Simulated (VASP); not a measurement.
Write the native input for VASP 6.6.1 that does the following.

- Task: relaxation of cell and atoms
- Functional: PBEsol
- Potentials or basis: VASP PAW PBE potentials, release 64 (Sn_d, Te)
- Cutoff: 520 eV
- k mesh: 8 × 8 × 8
- Occupations: gaussian, width 0.02 eV
- Spin: no spin polarisation
- Further INCAR settings: ALGO = Normal; EDIFF = 1e-07; IBRION = 2; EDIFFG = -0.002; NSW = 80; ISIF = 3

The structure of SnTe lies in POSCAR:

```
SnTe
1.0
    0.0000000000      3.1508500000      3.1508500000
    3.1508500000      0.0000000000      3.1508500000
    3.1508500000      3.1508500000      0.0000000000
Sn Te
1 1
Direct
    0.0000000000      0.0000000000      0.0000000000
    0.5000000000      0.5000000000      0.5000000000
```

One way to write it, as run:

INCAR

```
SYSTEM = SnTe
  ALGO = Normal
  EDIFF = 1E-7
  EDIFFG = -0.002
  ENCUT = 520
  GGA = PS
  IBRION = 2
  ISIF = 3
  ISMEAR = 0
  LASPH = .True.
  LCHARG = .False.
  LREAL = .False.
  LWAVE = .False.
  NELM = 60
  NSW = 80
  PREC = Accurate
  SIGMA = 0.02
```

KPOINTS

```
k-points
0
Gamma
  8 8 8
  0 0 0
```

Potentials or basis: VASP PAW PBE potentials, release 64 (Sn_d, Te).

Command:

```bash
$ cat potpaw_PBE.64/Sn_d/POTCAR potpaw_PBE.64/Te/POTCAR > POTCAR
$ mpirun -np 1 vasp_std > vasp.out
```

Results of the run:

```json
{"Relaxed volume": "31.09 Å³/atom", "Relaxed cell": "a = 4.447 Å, b = 4.447 Å, c = 4.447 Å, α = 60.00°, β = 60.00°, γ = 60.00°", "Space group after relaxing (to 0.05 Å)": "Fm-3m (No. 225)", "Energy gained by relaxing": "0.2 meV/atom", "Ionic steps": "3", "Pressure after relaxing": "0.0 GPa", "Band gap on the k mesh": "0.16 eV, direct"}
```

Caveat: the PAW data sets were made with another functional, which shifts forces and pressure a little; spin-orbit coupling is left out, which moves the levels of the heavy elements.

It took 120 s on 1 thread of AMD EPYC 7R43 64-Core Processor (Zen 3), with other jobs on the host, peak memory 0.18 GiB.
